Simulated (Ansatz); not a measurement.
Is this SiO2 structure stable?

The cell was reached from a generator's guess, though it ends in a space group that the Crystallography Open Database lists for this formula.

Level of theory: DFT PBE, scalar-relativistic, plane waves, PAW (Ansatz 0.2.0). The final run on the 6-atom cell used 420 eV, a Γ-centred 6×6×8 mesh, 0.02 eV smearing and no spin polarisation.

```
CELL_PARAMETERS angstrom
4.23554 0.00000 0.00000
0.00000 4.23554 0.00000
0.00000 0.00000 2.69078
ATOMIC_POSITIONS crystal
Si 0.50000 0.50000 0.50000
Si 0.00000 0.00000 0.00000
O 0.19307 0.80693 0.50000
O 0.30693 0.30693 0.00000
O 0.80693 0.19307 0.50000
O 0.69307 0.69307 0.00000
```

Energies over the elements count from the elements' standard structures at the same level (O₂ as a molecule), with no fitted energy shifts.

**Question.** These tests were run: energy against the elements; phonons on a 2×2×4 q mesh; elastic tensor. What do they show?

**Answer.**

```tsv
test	result
energy against the elements	−2.588 eV/atom
phonons on a 2×2×4 q mesh	no imaginary mode on the mesh
elastic tensor	least eigenvalue 224 GPa
```

It fails none of these tests. Whether a mixture of other phases lies lower isn't tested here.

The run for the phonons used a 6×6×8 k mesh. The run for the elastic tensor used a 6×6×8 k mesh. Another cell of SiO2 relaxed alike, in P3_121, lies 188 meV/atom lower, so this cell isn't the stable form at this level.
